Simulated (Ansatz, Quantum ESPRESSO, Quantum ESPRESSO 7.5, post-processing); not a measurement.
## LiH(001): dielectric constant from slabs in a field

How well do thin films like LiH(001), 5 layers screen a field, with the ions clamped and free?

Program: Quantum ESPRESSO 7.5. Level of theory: plane-wave DFT, PBE, PseudoDojo norm-conserving pseudopotentials (geometry by Ansatz 0.2.0 with PAW datasets; geometry under PBE). Results are calculated unless marked as measured.

Report form: the programs' logs are mostly left out.

## (1) The structure

The cell holds 10 atoms: 5 Li and 5 H. Cell: a = 2.828 Å, b = 2.828 Å, c = 24.000 Å, α = 90.0°, β = 90.0°, γ = 90.0°. It derives from LiH. Vacuum lies along c.

## (2) Geometry from Ansatz, 5 layers

A relaxation in Ansatz fixes the structure of this slab for the runs on it.

input.yaml

```yaml
crystal:
  lattice:
    - [2.8284271247, 0.0, 0.0]
    - [0.0, 2.8284271247, 0.0]
    - [0.0, 0.0, 24.0]
  atoms:
    - { symbol: Li, position: [0.0, 0.0, 0.3333333333] }
    - { symbol: H, position: [0.5, 0.5, 0.3333333333] }
    - { symbol: Li, position: [0.5, 0.5, 0.4166666667] }
    - { symbol: H, position: [0.0, 0.0, 0.4166666667] }
    - { symbol: Li, position: [0.0, 0.0, 0.5] }
    - { symbol: H, position: [0.5, 0.5, 0.5] }
    - { symbol: Li, position: [0.5, 0.5, 0.5833333333] }
    - { symbol: H, position: [0.0, 0.0, 0.5833333333] }
    - { symbol: Li, position: [0.0, 0.0, 0.6666666667] }
    - { symbol: H, position: [0.5, 0.5, 0.6666666667] }
kpoints:
  mp_grid: { grid: [8, 8, 1] }
hamiltonian:
  xc: pbe
scf:
  occupations: { method: fixed }
  convergence: { dr2_threshold: 1.0e-09 }
efield:
  axis: 3
  dipole_correction: true
  ramp_position: 0.97
  ramp_width: 0.04
relax:
  f_tol: 0.003
output:
  write_potential: true
  write_density: true
  volumetric_format: npy
```

Run with:

```
$ ansatz run input.yaml --threads 4 --pin off --max-ram 8192MiB --backend cpu --events-out ev --progress --plain --runs-dir out
```

Run time: 4.9 s. Hardware: 4 threads of Arm Neoverse V1, shared host; peak memory 0.4 GiB; 18 s of CPU time.

Step by step:

| step | energy less that of the first step (eV) | largest force component (eV/Å) |
| --- | --- | --- |
| 1 | 0.0000 | 0.1722 |
| 2 | 0.0279 | 0.2949 |
| 3 | -0.0094 | 0.0127 |
| 4 | -0.0094 | 0.0024 |

Relaxation step 2 was tried and not accepted.

Forces are held to the 8 operations that the run works with; a distortion that breaks them can't arise in this run.

The atoms that moved most (Å):

| atom | dx | dy | dz | length |
| --- | --- | --- | --- | --- |
| Li9 | 0.000 | 0.000 | -0.052 | 0.052 |
| Li1 | 0.000 | 0.000 | 0.052 | 0.052 |

Final coordinates:

```cif
data_structure
_symmetry_space_group_name_H-M 'P 1'
_symmetry_Int_Tables_number 1
_cell_length_a 2.8284
_cell_length_b 2.8284
_cell_length_c 24.0000
_cell_angle_alpha 90.000
_cell_angle_beta 90.000
_cell_angle_gamma 90.000
_cell_volume 192.00
loop_
_atom_site_label
_atom_site_type_symbol
_atom_site_fract_x
_atom_site_fract_y
_atom_site_fract_z
_atom_site_occupancy
Li1 Li 0.00000 0.00000 0.33548 1
H2 H 0.50000 0.50000 0.33316 1
Li3 Li 0.50000 0.50000 0.41659 1
H4 H 0.00000 0.00000 0.41685 1
Li5 Li 0.00000 0.00000 0.50000 1
H6 H 0.50000 0.50000 0.50000 1
Li7 Li 0.50000 0.50000 0.58341 1
H8 H 0.00000 0.00000 0.58315 1
Li9 Li 0.00000 0.00000 0.66452 1
H10 H 0.50000 0.50000 0.66684 1
```

Read from the output:

```
free energy                                                     : -1106.6395 eV
gap by band count                                               : 2.341 eV
symmetry operations                                             : 8
dipole along the normal                                         : 1.44e-5 e·Å
valence top, on the run's zero                                  : -1.884 eV
vacuum level at the upper face over the valence top of the mesh : 4.091 eV
vacuum level at the lower face over the valence top of the mesh : 4.091 eV
```

## (3) Ground state, 5 layers: no field

The slab without a field is the reference for all differences.

Level of this step: plane-wave DFT, PBE, PseudoDojo norm-conserving pseudopotentials (Quantum ESPRESSO 7.5).

n5.f0.in

```
&control
  prefix = 'n5.f0'
  outdir = './out'
  pseudo_dir = './pseudo'
  calculation = 'scf'
  tprnfor = .true.
  tefield = .true.
  dipfield = .true.
/
&system
  ibrav = 0
  nat = 10
  ntyp = 2
  ecutwfc = 66
  ecutrho = 264
  occupations = 'fixed'
  edir = 3
  emaxpos = 0.97
  eopreg = 0.04
  eamp = 0.0
/
&electrons
  conv_thr = 1e-10
  mixing_beta = 0.5
  electron_maxstep = 120
/
ATOMIC_SPECIES
  Li  6.9400  Li.dojo-sr-pbe-0.4.1-standard.upf
  H   1.0080  H.dojo-sr-pbe-0.4.1-standard.upf
CELL_PARAMETERS angstrom
  2.82842712470000 0.00000000000000 0.00000000000000
  0.00000000000000 2.82842712470000 0.00000000000000
  0.00000000000000 0.00000000000000 24.00000000000000
ATOMIC_POSITIONS crystal
  Li  0.000000000000 0.000000000000 0.335481629315
  H   0.500000000000 0.500000000000 0.333157298721
  Li  0.500000000000 0.500000000000 0.416594117981
  H   -0.000000000000 0.000000000000 0.416850447819
  Li  -0.000000000000 0.000000000000 0.499999968478
  H   0.500000000000 0.500000000000 0.500000070519
  Li  0.500000000000 0.500000000000 0.583405803976
  H   -0.000000000000 0.000000000000 0.583149634308
  Li  0.000000000000 0.000000000000 0.664518293867
  H   0.500000000000 0.500000000000 0.666842735015
K_POINTS automatic
  8 8 1 0 0 0
```

Run with:

```
$ OMP_NUM_THREADS=1 mpirun -n 4 pw.x -nk 4 -in n5.f0.in > n5.f0.out
```

The job ended after 23 s (4 MPI ranks; peak memory 0.47 GiB).

Read from the output:

| Item | Value |
| --- | --- |
| free energy | -1063.3574 eV |
| dipole along the normal | 0 e·Å |
| valence top, on the run's zero | -1.925 eV |

The run needed 12 iterations to bring the estimated error under 1e-10 Ry.

## (4) Potential by pp.x, 5 layers

plot_num = 11 writes the bare and Hartree potential. It leaves out exchange and correlation, which fade slowly, so it flattens close to the surface.

n5.f0.pot.in

```
&inputpp
  prefix = 'n5.f0'
  outdir = './out'
  filplot = 'n5.f0.pot.dat'
  plot_num = 11
/
```

Run with:

```
$ OMP_NUM_THREADS=1 mpirun -n 4 pp.x -in n5.f0.pot.in > n5.f0.pot.out
```

The job ended after 0.73 s (4 MPI ranks; peak memory 0.09 GiB; 2.6 s of CPU time).

This step gave:

```
slope of the potential above                                          : 3.94e-5 eV/Å
upper vacuum line continued to the top atoms, over the valence top    : 4.093 eV
slope of the potential below                                          : -2.90e-5 eV/Å
lower vacuum line continued to the bottom atoms, over the valence top : 4.093 eV
vacuum level at the upper face over the valence top of the mesh       : 4.093 eV
vacuum level at the lower face over the valence top of the mesh       : 4.093 eV
```

The potential energy, planar mean oscillates, so the rows of the table below give means over windows of 2 Å about each position, cut where the curve ends. Its maxima inside the range that stand out by 2 % of the span (Å: eV): 9.0: 2.13, 11.0: 2.16, 13.0: 2.16, 15.0: 2.13. Its minima: 8.0: -3.96, 10.0: -4.10, 12.0: -4.13, 14.0: -4.10, 16.0: -3.96.

Electrostatic potential energy of an electron, with the sawtooth; zero at the highest filled level of the SCF mesh. Table of potential energy, planar mean by z; means over each step:

z (Å), potential energy, planar mean (eV) and a bar from the least value:
```
     1.00       4.09 ##############################
     3.00       4.09 ##############################
     5.00       4.08 ##############################
     7.00       1.96 ################
     9.00      -0.38 
    11.00      -0.34 
    13.00      -0.34 
    15.00      -0.38 
    17.00       1.96 ################
    19.00       4.08 ##############################
    21.00       4.09 ##############################
    23.00       4.09 ##############################
```

The vacuum is flat to 0.1 meV/Å, so its level is well defined. Inside the slab the curve depends on the local part of the pseudopotentials; only the vacuum level has a meaning of its own.

## (5) Ground state, 5 layers: field 0.1 V/Å

With the ions clamped, only the electrons screen the field of 0.1 V/Å.

n5.f1.in, as its differences from the input of step 3:

```diff
@@ -1,3 +1,3 @@
 &control
-  prefix = 'n5.f0'
+  prefix = 'n5.f1'
   outdir = './out'
@@ -19,3 +19,3 @@
   eopreg = 0.04
-  eamp = 0.0
+  eamp = 0.00194469
 /
```

Run with:

```
$ OMP_NUM_THREADS=1 mpirun -n 4 pw.x -nk 4 -in n5.f1.in > n5.f1.out
```

It took 21 s on 4 MPI ranks; peak memory 0.45 GiB.

Read from the output:

| Quantity | Value |
| --- | --- |
| free energy | -1063.3592 eV |
| dipole along the normal | 0.03691 e·Å |
| valence top, on the run's zero | -1.827 eV |

## (6) Potential by pp.x, 5 layers

n5.f1.pot.in

```
&inputpp
  prefix = 'n5.f1'
  outdir = './out'
  filplot = 'n5.f1.pot.dat'
  plot_num = 11
/
```

Run with:

```
$ OMP_NUM_THREADS=1 mpirun -n 4 pp.x -in n5.f1.pot.in > n5.f1.pot.out
```

Wall time 0.73 s (4 MPI ranks); peak memory 0.1 GiB; 2.6 s of CPU time.

Read from the output:

```
slope of the potential above                                          : 0.1000 eV/Å
upper vacuum line continued to the top atoms, over the valence top    : 3.994 eV
slope of the potential below                                          : 0.09996 eV/Å
lower vacuum line continued to the bottom atoms, over the valence top : 4.028 eV
```

The slope in the vacuum is 0.100 eV/Å for an applied 0.10 V/Å, as it should be.

Each curve counts from the valence top of its own run.

The potential energy (potential at 0.0 V/Å) oscillates, so the rows of the table below give means over windows of 2 Å about each position, cut where the curve ends. Its maxima inside the range that stand out by 2 % of the span (Å: eV): 9.0: 2.13, 11.0: 2.16, 13.0: 2.16, 15.0: 2.13. Its minima: 8.0: -3.96, 10.0: -4.10, 12.0: -4.13, 14.0: -4.10, 16.0: -3.96.

The runs together. Table of potential energy by z; means over each step:

| z (Å) | potential at 0.0 V/Å (eV) | potential at 0.1 V/Å (eV) |
| --- | --- | --- |
| 1.00 | 4.09 | 3.35 |
| 3.00 | 4.09 | 3.53 |
| 5.00 | 4.08 | 3.71 |
| 7.00 | 1.96 | 1.76 |
| 9.00 | -0.382 | -0.534 |
| 11.00 | -0.340 | -0.447 |
| 13.00 | -0.340 | -0.401 |
| 15.00 | -0.382 | -0.396 |
| 17.00 | 1.96 | 2.00 |
| 19.00 | 4.08 | 4.28 |
| 21.00 | 4.09 | 4.49 |
| 23.00 | 4.09 | 4.52 |

## (7) Clamped-ion dielectric constant from the field inside the slab, 5 layers

This step gave:

| Property | Result |
| --- | --- |
| change of slope in the vacuum | 0.09999 eV/Å |
| polarisability a cell | 5.316 Å³ |
| sheet polarisability 4πα/A | 8.350 Å |
| change of slope inside | 0.02305 eV/Å |
| dielectric constant | 4.338 |

Running mean over one layer period, set to zero at the slab's centre. The change of the potential energy, second field less first by z:

| z (Å) | change of the potential energy, second field less first (eV) |
| --- | --- |
| 0 | -0.186 |
| 1 | -0.657 |
| 2 | -0.581 |
| 3 | -0.481 |
| 4 | -0.381 |
| 5 | -0.282 |
| 6 | -0.189 |
| 7 | -0.121 |
| 8 | -0.0894 |
| 9 | -0.0687 |
| 10 | -0.0461 |
| 11 | -0.0230 |
| 12 | 0 |
| 13 | 0.0231 |
| 14 | 0.0463 |
| 15 | 0.0691 |
| 16 | 0.0900 |
| 17 | 0.123 |
| 18 | 0.192 |
| 19 | 0.285 |
| 20 | 0.384 |
| 21 | 0.484 |
| 22 | 0.584 |
| 23 | 0.473 |

ε = 0.1000 / 0.0230 = 4.34.

## (8) Relaxing the ions, 5 layers: ions relaxed in a field of 0.0 V/Å

For the ionic share, the slab is first relaxed tightly without a field, by the same code.

n5.r0.in, as its differences from the input of step 5:

```diff
@@ -1,9 +1,11 @@
 &control
-  prefix = 'n5.f1'
+  prefix = 'n5.r0'
   outdir = './out'
   pseudo_dir = './pseudo'
-  calculation = 'scf'
-  tprnfor = .true.
+  nstep = 30
+  forc_conv_thr = 5e-05
+  calculation = 'relax'
   tefield = .true.
   dipfield = .true.
+  etot_conv_thr = 1e-07
 /
@@ -19,3 +21,3 @@
   eopreg = 0.04
-  eamp = 0.00194469
+  eamp = 0.0
 /
@@ -25,2 +27,4 @@
   electron_maxstep = 120
+/
+&ions
 /
```

Run with:

```
$ OMP_NUM_THREADS=1 mpirun -n 4 pw.x -nk 4 -in n5.r0.in > n5.r0.out
```

The job ended after 72 s (4 MPI ranks; peak memory 0.46 GiB; 4.8 min of CPU time).

Hardly anything moved in the relaxation; the energy changed by under 0.2 meV an atom.

Read from the output:

```
free energy                    : -1063.3574 eV
dipole along the normal        : 0 e·Å
valence top, on the run's zero : -1.925 eV
```

## (9) Electrostatic potential, 5 layers

n5.r0.pot.in

```
&inputpp
  prefix = 'n5.r0'
  outdir = './out'
  filplot = 'n5.r0.pot.dat'
  plot_num = 11
/
```

Run with:

```
$ OMP_NUM_THREADS=1 mpirun -n 4 pp.x -in n5.r0.pot.in > n5.r0.pot.out
```

Run time: 0.73 s. Hardware: 4 MPI ranks; peak memory 0.11 GiB; 2.7 s of CPU time.

Numbers from this step:

```
slope of the potential above                                          : 3.95e-5 eV/Å
upper vacuum line continued to the top atoms, over the valence top    : 4.091 eV
slope of the potential below                                          : -2.91e-5 eV/Å
lower vacuum line continued to the bottom atoms, over the valence top : 4.091 eV
vacuum level at the upper face over the valence top of the mesh       : 4.091 eV
vacuum level at the lower face over the valence top of the mesh       : 4.091 eV
```

## (10) Relaxation with pw.x, 5 layers: ions relaxed in a field of 0.1 V/Å

Then it is relaxed in the field: cations and anions move against each other.

n5.r1.in, as its differences from the input of step 8:

```diff
@@ -1,3 +1,3 @@
 &control
-  prefix = 'n5.r0'
+  prefix = 'n5.r1'
   outdir = './out'
@@ -21,3 +21,3 @@
   eopreg = 0.04
-  eamp = 0.0
+  eamp = 0.00194469
 /
```

Run with:

```
$ OMP_NUM_THREADS=1 mpirun -n 4 pw.x -nk 4 -in n5.r1.in > n5.r1.out
```

The job ended after 2.2 min (4 MPI ranks; peak memory 0.48 GiB).

This step gave:

| Property | Result |
| --- | --- |
| free energy | -1063.3597 eV |
| dipole along the normal | 0.04503 e·Å |
| valence top, on the run's zero | -1.898 eV |

Against the field-free geometry the cations move by +0.0034 Å and the anions by -0.0034 Å along the field, on average.

## (11) Potential by pp.x, 5 layers

n5.r1.pot.in

```
&inputpp
  prefix = 'n5.r1'
  outdir = './out'
  filplot = 'n5.r1.pot.dat'
  plot_num = 11
/
```

Run with:

```
$ OMP_NUM_THREADS=1 mpirun -n 4 pp.x -in n5.r1.pot.in > n5.r1.pot.out
```

The job ended after 0.74 s (4 MPI ranks; peak memory 0.11 GiB).

Numbers from this step:

- slope of the potential above: 0.1000 eV/Å
- upper vacuum line continued to the top atoms, over the valence top: 3.969 eV
- slope of the potential below: 0.09996 eV/Å
- lower vacuum line continued to the bottom atoms, over the valence top: 4.187 eV

The slope in the vacuum is 0.100 eV/Å for an applied 0.10 V/Å, as it should be.

## (12) Relaxed-ion response of the slab in a field, 5 layers

This step gave:

- change of slope in the vacuum: 0.10000 eV/Å
- polarisability a cell: 6.485 Å³
- sheet polarisability 4πα/A: 10.19 Å
- change of slope inside: 0.007306 eV/Å
- dielectric constant: 13.69

Running mean over one layer period, set to zero at the slab's centre. The change of the potential energy, second field less first by z:

z (Å), change of the potential energy, second field less first (eV) and a bar from the least value:
```
        0     -0.165 ###########
        1     -0.569 
        2     -0.490 ##
        3     -0.390 #####
        4     -0.290 ########
        5     -0.191 ###########
        6     -0.097 #############
        7     -0.032 ###############
        8     -0.020 ################
        9     -0.020 ################
       10     -0.015 ################
       11     -0.007 ################
       12      0.000 ################
       13      0.008 ################
       14      0.015 #################
       15      0.019 #################
       16      0.020 #################
       17      0.033 #################
       18      0.098 ###################
       19      0.192 ######################
       20      0.291 ########################
       21      0.391 ###########################
       22      0.491 ##############################
       23      0.405 ############################
```

With free ions the inner slope is small and wavy, so this ratio hangs on the window of the fit and is not taken as the result.

ε = 0.1000 / 0.0073 = 13.69.

## (13) Relaxation with Ansatz, 9 layers

Level of this step: plane-wave DFT, PBE, Ansatz PAW (Ansatz 0.2.0).

System of this step: LiH(001), 9 layers. The cell holds 18 atoms: 9 Li and 9 H. Its edges and angles: a = 2.828 Å, b = 2.828 Å, c = 32.000 Å, α = 90.0°, β = 90.0°, γ = 90.0°. It derives from LiH. Vacuum lies along c.

input.yaml, the sections that differ from step 2:

```yaml
crystal:
  lattice:
    - [2.8284271247, 0.0, 0.0]
    - [0.0, 2.8284271247, 0.0]
    - [0.0, 0.0, 32.0]
  atoms:
    - { symbol: Li, position: [0.0, 0.0, 0.25] }
    - { symbol: H, position: [0.5, 0.5, 0.25] }
    - { symbol: Li, position: [0.5, 0.5, 0.3125] }
    - { symbol: H, position: [0.0, 0.0, 0.3125] }
    - { symbol: Li, position: [0.0, 0.0, 0.375] }
    - { symbol: H, position: [0.5, 0.5, 0.375] }
    - { symbol: Li, position: [0.5, 0.5, 0.4375] }
    - { symbol: H, position: [0.0, 0.0, 0.4375] }
    - { symbol: Li, position: [0.0, 0.0, 0.5] }
    - { symbol: H, position: [0.5, 0.5, 0.5] }
    - { symbol: Li, position: [0.5, 0.5, 0.5625] }
    - { symbol: H, position: [0.0, 0.0, 0.5625] }
    - { symbol: Li, position: [0.0, 0.0, 0.625] }
    - { symbol: H, position: [0.5, 0.5, 0.625] }
    - { symbol: Li, position: [0.5, 0.5, 0.6875] }
    - { symbol: H, position: [0.0, 0.0, 0.6875] }
    - { symbol: Li, position: [0.0, 0.0, 0.75] }
    - { symbol: H, position: [0.5, 0.5, 0.75] }
# kpoints, hamiltonian, scf, efield, relax, output: as in step 2
```

Run with:

```
$ ansatz run input.yaml --threads 4 --pin off --max-ram 8192MiB --backend cpu --events-out ev --progress --plain --runs-dir out
```

The job ended after 10 s (4 threads; peak memory 0.53 GiB; 39 s of CPU time).

The steps of the relaxation:

| step | energy less that of the first step (eV) | largest force component (eV/Å) |
| --- | --- | --- |
| 1 | 0.0000 | 0.1711 |
| 2 | 0.0294 | 0.2967 |
| 3 | -0.0093 | 0.0108 |
| 4 | -0.0094 | 0.0003 |

Relaxation step 2 was tried and not accepted.

The atoms that moved most (Å):

| atom | dx | dy | dz | length |
| --- | --- | --- | --- | --- |
| Li17 | 0.000 | 0.000 | -0.044 | 0.044 |
| Li1 | 0.000 | 0.000 | 0.044 | 0.044 |
| H18 | 0.000 | 0.000 | 0.011 | 0.011 |
| H2 | 0.000 | 0.000 | -0.011 | 0.011 |
| Li3 | 0.000 | 0.000 | -0.010 | 0.010 |
| Li15 | 0.000 | 0.000 | 0.010 | 0.010 |
| H14 | 0.000 | 0.000 | 0.007 | 0.007 |
| H6 | 0.000 | 0.000 | -0.007 | 0.007 |

Numbers from this step:

```
free energy                                                     : -1992.2066 eV
gap by band count                                               : 2.388 eV
dipole along the normal                                         : -3.66e-7 e·Å
valence top, on the run's zero                                  : -1.107 eV
vacuum level at the upper face over the valence top of the mesh : 4.100 eV
vacuum level at the lower face over the valence top of the mesh : 4.100 eV
```

## (14) SCF with pw.x, 9 layers: no field

Level of this step: plane-wave DFT, PBE, PseudoDojo norm-conserving pseudopotentials (Quantum ESPRESSO 7.5).

n9.f0.in

```
&control
  prefix = 'n9.f0'
  outdir = './out'
  pseudo_dir = './pseudo'
  calculation = 'scf'
  tprnfor = .true.
  tefield = .true.
  dipfield = .true.
/
&system
  ibrav = 0
  nat = 18
  ntyp = 2
  ecutwfc = 66
  ecutrho = 264
  occupations = 'fixed'
  edir = 3
  emaxpos = 0.97
  eopreg = 0.04
  eamp = 0.0
/
&electrons
  conv_thr = 1e-10
  mixing_beta = 0.5
  electron_maxstep = 120
/
ATOMIC_SPECIES
  Li  6.9400  Li.dojo-sr-pbe-0.4.1-standard.upf
  H   1.0080  H.dojo-sr-pbe-0.4.1-standard.upf
CELL_PARAMETERS angstrom
  2.82842712470000 0.00000000000000 0.00000000000000
  0.00000000000000 2.82842712470000 0.00000000000000
  0.00000000000000 0.00000000000000 32.00000000000000
ATOMIC_POSITIONS crystal
  Li  0.000000000000 0.000000000000 0.251380480494
  H   0.500000000000 0.500000000000 0.249653973076
  Li  0.500000000000 0.500000000000 0.312195236727
  H   -0.000000000000 0.000000000000 0.312394175053
  Li  -0.000000000000 0.000000000000 0.374790020410
  H   0.500000000000 0.500000000000 0.374777087372
  Li  0.500000000000 0.500000000000 0.437374867980
  H   0.000000000000 0.000000000000 0.437381915483
  Li  0.000000000000 0.000000000000 0.499999998462
  H   0.500000000000 0.500000000000 0.500000000199
  Li  0.500000000000 0.500000000000 0.562625129719
  H   0.000000000000 0.000000000000 0.562618086349
  Li  0.000000000000 0.000000000000 0.625209978760
  H   0.500000000000 0.500000000000 0.625222916664
  Li  0.500000000000 0.500000000000 0.687804761698
  H   0.000000000000 0.000000000000 0.687605826608
  Li  -0.000000000000 0.000000000000 0.748619517568
  H   0.500000000000 0.500000000000 0.750346027377
K_POINTS automatic
  8 8 1 0 0 0
```

Run with:

```
$ OMP_NUM_THREADS=1 mpirun -n 4 pw.x -nk 4 -in n9.f0.in > n9.f0.out
```

Elapsed: 62 s, on 4 MPI ranks; peak memory 0.7 GiB; 4.1 min of CPU time.

Read from the output:

* free energy: -1914.2989 eV
* dipole along the normal: 0 e·Å
* valence top, on the run's zero: -1.162 eV

## (15) Electrostatic potential, 9 layers

n9.f0.pot.in

```
&inputpp
  prefix = 'n9.f0'
  outdir = './out'
  filplot = 'n9.f0.pot.dat'
  plot_num = 11
/
```

Run with:

```
$ OMP_NUM_THREADS=1 mpirun -n 4 pp.x -in n9.f0.pot.in > n9.f0.pot.out
```

Elapsed: 0.77 s, on 4 MPI ranks; peak memory 0.11 GiB; 2.8 s of CPU time.

Numbers from this step:

- slope of the potential above: 4.83e-5 eV/Å
- upper vacuum line continued to the top atoms, over the valence top: 4.102 eV
- slope of the potential below: -3.30e-5 eV/Å
- lower vacuum line continued to the bottom atoms, over the valence top: 4.102 eV
- vacuum level at the upper face over the valence top of the mesh: 4.103 eV
- vacuum level at the lower face over the valence top of the mesh: 4.103 eV

(Continued in part 2 of 2.)

[Logs are printed without paths, hosts, clocks, repeated set-up lines and the standing remarks that a program may print on its own settings, such as how far it seeks lower states.]

[Hosts, paths, dates, database ids (printed as entryN), source tags and the programs' standing remarks are cut or masked in the printed files.]

[Maps of the electrostatic potential energy from Ansatz leave out the sawtooth potential of an applied field or a dipole correction, so their vacuum need not be flat; planar profiles and work functions include it.]
